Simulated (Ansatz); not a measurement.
# Calculated ¹⁴N nuclear quadrupole resonance for TaN

Cell: a structure deposited in the COD, its atoms then relaxed with PBE in this cell.

Space group P-62m (No. 189); a = 5.1960, c = 2.9110 Å, γ = 120.00°.

| site | Wyckoff | site symmetry | x | y | z |
| --- | --- | --- | --- | --- | --- |
| Ta1 | 2d | -6.. | 0.3333 | 0.6667 | 0.5000 |
| Ta3 | 1a | -62m | 0.0000 | 0.0000 | 0.0000 |
| N | 3f | m2m | 0.3932 | 0.0000 | 0.0000 |

One atom of each set is listed.

Computed with Ansatz: DFT, PBE, plane waves and PAW (field gradients read without the response of the frozen cores, which leaves them typically 4 to 6 % off), scalar-relativistic, collinear spin, 420 eV cutoff, Γ-centred 6×6×9 k-points, Fermi–Dirac smearing 0.02 eV. Start moments as typed (μB): 2 on each Ta, none on the rest.

¹⁴N: I = 1, Q = 20.44 mb (year-2017 value). Static lattice, zero field.

Task: The simulated lines lie at 0.108, 0.480, 0.588 MHz. What are |C_Q|, η and |V_zz| at N?

Result: For I = 1 the lines are ν± = (3/4)|C_Q|(1 ± η/3) and ν₀ = |C_Q|η/2. Here |C_Q| = 0.712 MHz, η = 0.30 and |V_zz| = 1.44 × 10²¹ V/m². The calculation gives V_zz negative; the lines don't show the sign. The site has 5 Ta at 2.04–2.16 Å.

At N V_zz points along its shortest bond, to Ta (within 1°).

At this cell the principal stresses reach 5 GPa in size with PBE, which can matter for small gradients. With no gap above 0.1 eV, as in a metal, the gradients converge slowly in k; expect changes of a tenth or more on a denser mesh. Without spin–orbit coupling the gradients at and beside Ta can be off by some per cent, at some sites by more. The start moments die out, and the run ends without spin.
